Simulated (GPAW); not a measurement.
The system is CdS (Hawleyite).

```xyz
2
Lattice="0.0000 2.9165 2.9165 2.9165 0.0000 2.9165 2.9165 2.9165 0.0000" Properties=species:S:1:pos:R:3 pbc="T T T"
Cd    0.0000    0.0000    0.0000
S     4.3748    4.3748    4.3748
```

Base run:

```yaml
Program: GPAW 26.7.0
Functional: LDA
Potentials_or_basis: the program's PAW data sets (release 1.2.1) made for this functional
Cutoff: 500 eV
Basis: pw
k_mesh: 6 × 6 × 6
Occupations: fermi-dirac, width 0.05 eV
Spin: no spin polarisation
```

Its results: band gap on the k mesh 0.85 eV, direct; pressure -3.0 GPa.

**Question.** The run is repeated on the same cell with these changes: cutoff from 500 eV to 450 eV. What comes out?

**Answer.** Band gap on the k mesh 0.85 eV, direct; pressure -3.6 GPa.

Caveats: the cutoff is short for stress and forces, so pressures can be off by a GPa or more.

